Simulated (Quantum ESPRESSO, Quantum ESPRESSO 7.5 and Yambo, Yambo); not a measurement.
**A GW chain in Yambo: AgBr (Fm-3m)**

Wanted: ground state, empty states, screening and self-energy for AgBr (Fm-3m).

Main program and level: Quantum ESPRESSO 7.5 and Yambo 5.3.0; PBE and many-body steps on it, plane waves.

The database entry behind the starting cell differs from later determinations by our own check (about 0.6 % short of the room-temperature cell), so it need not match the best structure at ambient conditions.

### 1. Starting point

Symmetry: Fm-3m, No. 225, cubic system. The conventional cell has a = 5.740 Å, b = 5.740 Å, c = 5.740 Å, α = 90.00°, β = 90.00°, γ = 90.00°. Ag has 6 Br at 2.87 Å nearest. Nearest to Br lie 6 Ag at 2.87 Å. Farther neighbours and most contacts between anions are not listed.

As a file:

```cif
data_structure
_symmetry_space_group_name_H-M 'Fm-3m'
_symmetry_Int_Tables_number 225
_cell_length_a 5.7403
_cell_length_b 5.7403
_cell_length_c 5.7403
_cell_angle_alpha 90.000
_cell_angle_beta 90.000
_cell_angle_gamma 90.000
_cell_volume 189.15
loop_
_atom_site_label
_atom_site_type_symbol
_atom_site_symmetry_multiplicity
_atom_site_Wyckoff_symbol
_atom_site_fract_x
_atom_site_fract_y
_atom_site_fract_z
_atom_site_occupancy
Ag1 Ag 4 a 0.00000 0.00000 0.00000 1
Br1 Br 4 b 0.50000 0.00000 0.00000 1
```

The cell and positions come from the Crystallography Open Database and are kept as given unless a step says otherwise.

### 2. Ground state

This step: Quantum ESPRESSO 7.5; DFT, PBE with spin-orbit coupling, plane waves, norm-conserving pseudopotentials.

The ground-state density comes first.

The input, pw.in:

```
&control
  calculation = 'scf'
  prefix = 'x'
  outdir = 'o'
  pseudo_dir = 'pseudo'
/
&system
  ibrav = 0
  nat = 2
  ntyp = 2
  ecutwfc = 76.0
  nbnd = 46
  force_symmorphic = .true.
  noncolin = .true.
  lspinorb = .true.
/
&electrons
  conv_thr = 1e-10
  electron_maxstep = 80
  mixing_beta = 0.5
/
ATOMIC_SPECIES
  Ag 107.87 Ag.upf
  Br 79.904 Br.upf
CELL_PARAMETERS angstrom
  -0.0000000000 2.8701500000 2.8701500000
  2.8701500000 0.0000000000 2.8701500000
  2.8701500000 2.8701500000 0.0000000000
ATOMIC_POSITIONS crystal
  Ag 0.0000000000 0.0000000000 0.0000000000
  Br 0.5000000000 0.5000000000 0.5000000000
K_POINTS automatic
  6 6 6 0 0 0
```

Started as:

```
OMP_NUM_THREADS=1 mpirun -n 4 pw.x -nk 4 -in pw.in > pw.out
```

Log:

```text
Program PWSCF v.7.5 starts

     This program is part of the open-source Quantum ESPRESSO suite
     for quantum simulation of materials; please cite
         "P. Giannozzi et al., J. Phys.:Condens. Matter 21 395502 (2009);
         "P. Giannozzi et al., J. Phys.:Condens. Matter 29 465901 (2017);
         "P. Giannozzi et al., J. Chem. Phys. 152 154105 (2020);
     in publications or presentations arising from this work. More details at
     Message from routine setup:
     using ibrav=0 with symmetry is DISCOURAGED, use correct ibrav instead

     G-vector sticks info

     bravais-lattice index     =            0
     lattice parameter (alat)  =       7.6704  a.u.
     unit-cell volume          =     319.1100 (a.u.)^3
     number of atoms/cell      =            2
     number of atomic types    =            2
     number of electrons       =        36.00
     number of Kohn-Sham states=           46
     kinetic-energy cutoff     =      76.0000  Ry
     charge density cutoff     =     304.0000  Ry
     scf convergence threshold =      1.0E-10
     mixing beta               =       0.5000
     number of iterations used =            8  plain     mixing
     Exchange-correlation= PBE
                           (   1   4   3   4   0   0   0)
     Non magnetic calculation with spin-orbit

     celldm(1)=   7.670408  celldm(2)=   0.000000  celldm(3)=   0.000000
     celldm(4)=   0.000000  celldm(5)=   0.000000  celldm(6)=   0.000000

     crystal axes: (cart. coord. in units of alat)
               a(1) = (  -0.000000   0.707107   0.707107 )
               a(2) = (   0.707107   0.000000   0.707107 )
               a(3) = (   0.707107   0.707107   0.000000 )

     reciprocal axes: (cart. coord. in units 2 pi/alat)
               b(1) = ( -0.707107  0.707107  0.707107 )
               b(2) = (  0.707107 -0.707107  0.707107 )
               b(3) = (  0.707107  0.707107 -0.707107 )
     Pseudo is Norm-conserving + core correction, Zval = 19.0
     Generated using ONCVPSP code by D. R. Hamann
     Using radial grid of 1538 points, 10 beta functions with:
     Pseudo is Norm-conserving + core correction, Zval = 17.0
     Generated using ONCVPSP code by D. R. Hamann
     Using radial grid of 1110 points, 10 beta functions with:
     Ag               19.00   107.87000     Ag( 1.00)
     Br               17.00    79.90400     Br( 1.00)

     48 Sym. Ops., with inversion, found

   Cartesian axes

     site n.     atom                  positions (alat units)
         1        Ag     tau(   1) = (   0.0000000   0.0000000   0.0000000  )
         2        Br     tau(   2) = (   0.7071068   0.7071068   0.7071068  )

     number of k points=    16
                       cart. coord. in units 2pi/alat
        k(    1) = (   0.0000000   0.0000000   0.0000000), wk =   0.0046296
        k(    2) = (   0.1178511   0.1178511  -0.1178511), wk =   0.0370370
        k(    3) = (   0.2357023   0.2357023  -0.2357023), wk =   0.0370370
        k(    4) = (  -0.3535534  -0.3535534   0.3535534), wk =   0.0185185
        k(    5) = (   0.2357023   0.0000000  -0.0000000), wk =   0.0277778
        k(    6) = (   0.3535534   0.1178511  -0.1178511), wk =   0.1111111
        k(    7) = (  -0.2357023  -0.4714045   0.4714045), wk =   0.1111111
        k(    8) = (  -0.1178511  -0.3535534   0.3535534), wk =   0.1111111
        k(    9) = (   0.0000000  -0.2357023   0.2357023), wk =   0.0555556
        k(   10) = (   0.4714045   0.0000000  -0.0000000), wk =   0.0277778
     [... 4 further rows ...]
        k(   15) = (  -0.1178511  -0.3535534   0.5892557), wk =   0.1111111
        k(   16) = (  -0.7071068   0.2357023   0.0000000), wk =   0.0555556

     Dense  grid:    28571 G-vectors     FFT dimensions: (  45,  45,  45)

     Initial potential from superposition of free atoms

     starting charge      35.9995, renormalised to      36.0000
     Starting wfcs are   38 randomized atomic wfcs +    8 random wfcs

     per-process dynamical memory:    63.3 Mb

     Self-consistent Calculation

     iteration #  1     ecut=    76.00 Ry     beta= 0.50

     Threshold (ethr) on eigenvalues was too large:
     Diagonalizing with lowered threshold

     total energy              =    -580.74921985 Ry
     estimated scf accuracy    <       0.02609002 Ry

     iteration #  2     ecut=    76.00 Ry     beta= 0.50

     total energy              =    -580.75637903 Ry
     estimated scf accuracy    <       0.00492478 Ry

     iteration #  3     ecut=    76.00 Ry     beta= 0.50

     total energy              =    -580.75727041 Ry
     estimated scf accuracy    <       0.00029984 Ry

     iteration #  4     ecut=    76.00 Ry     beta= 0.50

     total energy              =    -580.75730215 Ry
     estimated scf accuracy    <       0.00002273 Ry

     iteration #  5     ecut=    76.00 Ry     beta= 0.50

     total energy              =    -580.75730463 Ry
     estimated scf accuracy    <       0.00000154 Ry

     iteration #  6     ecut=    76.00 Ry     beta= 0.50

     total energy              =    -580.75730482 Ry
     estimated scf accuracy    <       0.00000002 Ry

     iteration #  7     ecut=    76.00 Ry     beta= 0.50

     total energy              =    -580.75730483 Ry
     estimated scf accuracy    <          2.1E-09 Ry

     iteration #  8     ecut=    76.00 Ry     beta= 0.50

     total energy              =    -580.75730483 Ry
     estimated scf accuracy    <          3.4E-10 Ry

     iteration #  9     ecut=    76.00 Ry     beta= 0.50

     End of self-consistent calculation

          k = 0.0000 0.0000 0.0000 (  3527 PWs)   bands (ev):

   -80.3619 -80.3619 -51.5705 -51.5705 -51.5705 -51.5705 -50.4859 -50.4859
   -50.4859 -50.4859 -50.4856 -50.4856 -47.4158 -47.4158 -42.3339 -42.3339
   -42.3339 -42.3339  -5.3553  -5.3553   6.6066   6.6066   6.6066   6.6066
     7.1363   7.1363   7.1377   7.1377   7.1377   7.1377   7.4199   7.4199
     7.9719   7.9719   7.9719   7.9719  10.3980  10.3980  19.6238  19.6238
    19.6238  19.6238  19.7094  19.7094  20.9002  20.9003

          k = 0.1179 0.1179-0.1179 (  3593 PWs)   bands (ev):

   -80.3621 -80.3621 -51.5706 -51.5706 -51.5706 -51.5706 -50.4859 -50.4859
   -50.4859 -50.4859 -50.4856 -50.4856 -47.4160 -47.4160 -42.3343 -42.3343
   -42.3340 -42.3340  -5.2504  -5.2504   6.2190   6.2190   6.2528   6.2528
     6.2866   6.2866   7.0028   7.0028   7.0452   7.0452   7.4711   7.4711
     8.4238   8.4238   8.6085   8.6085  11.7123  11.7123  17.7613  17.7613
    18.7873  18.7873  18.9635  18.9635  20.6579  20.6591

          k = 0.2357 0.2357-0.2357 (  3561 PWs)   bands (ev):

   -80.3619 -80.3619 -51.5706 -51.5706 -51.5705 -51.5705 -50.4859 -50.4859
   -50.4859 -50.4859 -50.4856 -50.4856 -47.4162 -47.4162 -42.3350 -42.3350
   -42.3341 -42.3341  -5.0258  -5.0258   4.9615   4.9615   5.7180   5.7180
     5.7311   5.7311   7.0832   7.0832   7.1543   7.1543   7.5842   7.5842
     9.2910   9.2910   9.4423   9.4423  13.2218  13.2218  16.3711  16.3711
    17.0876  17.0876  17.2957  17.2957  21.0699  21.0699

          k =-0.3536-0.3536 0.3536 (  3582 PWs)   bands (ev):

     [... further k-points ...]

     highest occupied, lowest unoccupied level (ev):     9.8102   10.3980

!    total energy              =    -580.75730483 Ry
     estimated scf accuracy    <          9.7E-12 Ry

     The total energy is the sum of the following terms:
     one-electron contribution =    -313.83156486 Ry
     hartree contribution      =     163.59815475 Ry
     xc contribution           =     -90.89766099 Ry
     ewald contribution        =    -339.62623373 Ry

     convergence has been achieved in   9 iterations

     XML data file, charge density, pseudopotentials, collected wavefunctions

=------------------------------------------------------------------------------=
   JOB DONE.
=------------------------------------------------------------------------------=
```

Run time: 28 s. Hardware: 4 MPI ranks of Arm Neoverse V1, shared host; peak memory 0.49 GiB.

This step gave:

| Item | Value |
| --- | --- |
| total energy | -7901.6057 eV |
| gap | 0.5878 eV |
| k of the valence top | 0, 0, -0.5 |
| k of the conduction bottom | 0, 0, 0 |
| least direct gap | 2.426 eV |

The gap is indirect, with the least direct gap 1.84 eV higher.

### 3. Bands along the symmetry lines

The cheap functional maps the bands first; the places of the edges decide which points the dearer methods must see.

The input, pw.in:

```
&control
  calculation = 'bands'
  prefix = 'x'
  outdir = 'o'
  pseudo_dir = 'pseudo'
/
&system
  ibrav = 0
  nat = 2
  ntyp = 2
  ecutwfc = 76.0
  nbnd = 48
  force_symmorphic = .true.
  noncolin = .true.
  lspinorb = .true.
/
&electrons
  conv_thr = 1e-9
  electron_maxstep = 80
  diago_full_acc = .true.
  diago_thr_init = 5e-6
/
ATOMIC_SPECIES
  Ag 107.87 Ag.upf
  Br 79.904 Br.upf
CELL_PARAMETERS angstrom
  -0.0000000000 2.8701500000 2.8701500000
  2.8701500000 0.0000000000 2.8701500000
  2.8701500000 2.8701500000 0.0000000000
ATOMIC_POSITIONS crystal
  Ag 0.0000000000 0.0000000000 0.0000000000
  Br 0.5000000000 0.5000000000 0.5000000000
K_POINTS crystal
  50
  0.00000000 0.00000000 0.00000000 1
  0.06250000 0.00000000 0.06250000 1
  0.12500000 0.00000000 0.12500000 1
  0.18750000 0.00000000 0.18750000 1
  0.25000000 0.00000000 0.25000000 1
  0.31250000 0.00000000 0.31250000 1
  0.37500000 0.00000000 0.37500000 1
  0.43750000 0.00000000 0.43750000 1
  0.50000000 0.00000000 0.50000000 1
  0.51562500 0.03125000 0.51562500 1
  0.53125000 0.06250000 0.53125000 1
  0.54687500 0.09375000 0.54687500 1
  0.56250000 0.12500000 0.56250000 1
  0.57812500 0.15625000 0.57812500 1
  0.59375000 0.18750000 0.59375000 1
  0.60937500 0.21875000 0.60937500 1
  0.62500000 0.25000000 0.62500000 1
  0.37500000 0.37500000 0.75000000 1
  0.32812500 0.32812500 0.65625000 1
  0.28125000 0.28125000 0.56250000 1
  0.23437500 0.23437500 0.46875000 1
  0.18750000 0.18750000 0.37500000 1
  0.14062500 0.14062500 0.28125000 1
  0.09375000 0.09375000 0.18750000 1
  0.04687500 0.04687500 0.09375000 1
  0.00000000 0.00000000 0.00000000 1
  0.06250000 0.06250000 0.06250000 1
  0.12500000 0.12500000 0.12500000 1
  0.18750000 0.18750000 0.18750000 1
  0.25000000 0.25000000 0.25000000 1
  0.31250000 0.31250000 0.31250000 1
  0.37500000 0.37500000 0.37500000 1
  0.43750000 0.43750000 0.43750000 1
  0.50000000 0.50000000 0.50000000 1
  0.50000000 0.46875000 0.53125000 1
  0.50000000 0.43750000 0.56250000 1
  0.50000000 0.40625000 0.59375000 1
  0.50000000 0.37500000 0.62500000 1
  0.50000000 0.34375000 0.65625000 1
  0.50000000 0.31250000 0.68750000 1
  0.50000000 0.28125000 0.71875000 1
  0.50000000 0.25000000 0.75000000 1
  0.50000000 0.21875000 0.71875000 1
  0.50000000 0.18750000 0.68750000 1
  0.50000000 0.15625000 0.65625000 1
  0.50000000 0.12500000 0.62500000 1
  0.50000000 0.09375000 0.59375000 1
  0.50000000 0.06250000 0.56250000 1
  0.50000000 0.03125000 0.53125000 1
  0.50000000 0.00000000 0.50000000 1
```

Log:

```text
[banner, memory and clock lines left out]
Program PWSCF v.7.5 starts

     Atomic positions and unit cell read from directory:
     o/x.save/

     Message from routine setup:
     using ibrav=0 with symmetry is DISCOURAGED, use correct ibrav instead

     G-vector sticks info

     bravais-lattice index     =            0
     lattice parameter (alat)  =       7.6704  a.u.
     unit-cell volume          =     319.1100 (a.u.)^3
     number of atoms/cell      =            2
     number of atomic types    =            2
     number of electrons       =        36.00
     number of Kohn-Sham states=           48
     kinetic-energy cutoff     =      76.0000  Ry
     charge density cutoff     =     304.0000  Ry
     Exchange-correlation= PBE
                           (   1   4   3   4   0   0   0)
     Non magnetic calculation with spin-orbit

     celldm(1)=   7.670408  celldm(2)=   0.000000  celldm(3)=   0.000000
     celldm(4)=   0.000000  celldm(5)=   0.000000  celldm(6)=   0.000000

     crystal axes: (cart. coord. in units of alat)
               a(1) = (  -0.000000   0.707107   0.707107 )
               a(2) = (   0.707107   0.000000   0.707107 )
               a(3) = (   0.707107   0.707107   0.000000 )

     reciprocal axes: (cart. coord. in units 2 pi/alat)
               b(1) = ( -0.707107  0.707107  0.707107 )
               b(2) = (  0.707107 -0.707107  0.707107 )
               b(3) = (  0.707107  0.707107 -0.707107 )
     Pseudo is Norm-conserving + core correction, Zval = 19.0
     Generated using ONCVPSP code by D. R. Hamann
     Using radial grid of 1538 points, 10 beta functions with:
     Pseudo is Norm-conserving + core correction, Zval = 17.0
     Generated using ONCVPSP code by D. R. Hamann
     Using radial grid of 1110 points, 10 beta functions with:
     Ag               19.00   107.87000     Ag( 1.00)
     Br               17.00    79.90400     Br( 1.00)

     48 Sym. Ops., with inversion, found

   Cartesian axes

     site n.     atom                  positions (alat units)
         1        Ag     tau(   1) = (   0.0000000   0.0000000   0.0000000  )
         2        Br     tau(   2) = (   0.7071068   0.7071068   0.7071068  )

     number of k points=    50
                       cart. coord. in units 2pi/alat
        k(    1) = (   0.0000000   0.0000000   0.0000000), wk =   0.0200000
        k(    2) = (   0.0000000   0.0883883   0.0000000), wk =   0.0200000
        k(    3) = (   0.0000000   0.1767767   0.0000000), wk =   0.0200000
[...]
[... 38 further rows ...]
        k(   49) = (   0.0441942   0.7071068   0.0000000), wk =   0.0200000
        k(   50) = (   0.0000000   0.7071068   0.0000000), wk =   0.0200000

     Dense  grid:    28571 G-vectors     FFT dimensions: (  45,  45,  45)

     The potential is recalculated from file :
     o/x.save/charge-density

     Starting wfcs are   38 randomized atomic wfcs +   10 random wfcs

     Band Structure Calculation

     End of band structure calculation

          k = 0.0000 0.0000 0.0000 (  3527 PWs)   bands (ev):

   -80.3619 -80.3619 -51.5705 -51.5705 -51.5705 -51.5705 -50.4859 -50.4859
   -50.4859 -50.4859 -50.4856 -50.4856 -47.4159 -47.4159 -42.3339 -42.3339
   -42.3339 -42.3339  -5.3553  -5.3553   6.6066   6.6066   6.6066   6.6066
[...]
k = 0.0000 0.0884 0.0000 (  3587 PWs)   bands (ev):

[...]
k = 0.0000 0.1768 0.0000 (  3591 PWs)   bands (ev):

[...]
k =-0.0000 0.2652 0.0000 (  3583 PWs)   bands (ev):

[...]
k = 0.0000 0.4419-0.0000 (  3559 PWs)   bands (ev):

[...]
k =-0.0000 0.5303 0.0000 (  3547 PWs)   bands (ev):

[...]
k = 0.0000 0.6187-0.0000 (  3559 PWs)   bands (ev):

[...]
k = 0.4640 0.4640-0.0000 (  3578 PWs)   bands (ev):

[...]
k = 0.3315 0.3315-0.0000 (  3561 PWs)   bands (ev):

[...]
k = 0.3094 0.7071-0.0000 (  3576 PWs)   bands (ev):

[...]
k = 0.2210 0.7071-0.0000 (  3576 PWs)   bands (ev):

[...]
k = 0.1768 0.7071-0.0000 (  3560 PWs)   bands (ev):

[...]
k = 0.0442 0.7071 0.0000 (  3558 PWs)   bands (ev):

[...]
k = 0.0000 0.7071 0.0000 (  3572 PWs)   bands (ev):

[...]
7.5169   7.5169   7.6296   7.6296  11.3277  11.3277  16.7862  16.7862
    18.7895  18.7895  20.5504  20.5504  20.9906  20.9906  24.6646  24.6646

     XML data file, pseudopotentials, collected wavefunctions
```

It took 25 s on 4 MPI ranks; peak memory 0.36 GiB.

Numbers from this step:

```yaml
gap: 0.5878 eV
k_of_the_valence_top: 0.5, 0.5, 0.5
k_of_the_conduction_bottom: 0, 0, 0
least_direct_gap: 2.426 eV
```

The gap is 0.588 eV, as in the run before at this level.

Electronic bands along the path, in eV, zero at the top of the highest filled band:

```
    point  band 33  band 34  band 35  band 36  band 37  band 38  band 39  band 40
        Γ    -1.84    -1.84    -1.84    -1.84     0.59     0.59     9.81     9.81
  halfway    -1.78    -1.78    -1.68    -1.68     3.20     3.20     6.60     6.60
        X    -2.29    -2.29    -2.18    -2.18     1.52     1.52     6.98     6.98
  halfway    -2.09    -2.09    -2.02    -2.02     1.93     1.93     6.98     6.98
        U    -2.01    -2.01    -1.27    -1.27     2.88     2.88     6.74     6.74
jump to K    -2.01    -2.01    -1.27    -1.27     2.88     2.88     6.74     6.74
  halfway    -1.84    -1.84    -0.28    -0.28     3.70     3.70     6.38     6.38
        Γ    -1.84    -1.84    -1.84    -1.84     0.59     0.59     9.81     9.81
  halfway    -0.92    -0.92    -0.76    -0.76     2.79     2.79     7.06     7.06
        L    -0.14    -0.14     0.00     0.00     3.64     3.64     6.51     6.51
  halfway    -1.26    -1.26    -0.68    -0.68     4.41     4.41     5.16     5.16
        W    -2.18    -2.18    -1.58    -1.58     3.70     3.70     7.04     7.04
  halfway    -2.24    -2.24    -1.81    -1.81     2.37     2.37     7.07     7.07
        X    -2.29    -2.29    -2.18    -2.18     1.52     1.52     6.98     6.98
```

(Continued in part 2 of 3.)

[Paths, hosts, dates, memory and timing lines, banners, echoed tables and standing remarks are left out of the program output.]

[Logs are printed without paths, hosts, clocks, repeated set-up lines and the standing remarks that a program may print on its own settings, such as how far it seeks lower states.]

[Runs of the session that timed out or met a known fault of the program may be left out.]

[Hosts, paths, dates, database ids (printed as entryN), source tags and the programs' standing remarks are cut or masked in the printed files.]
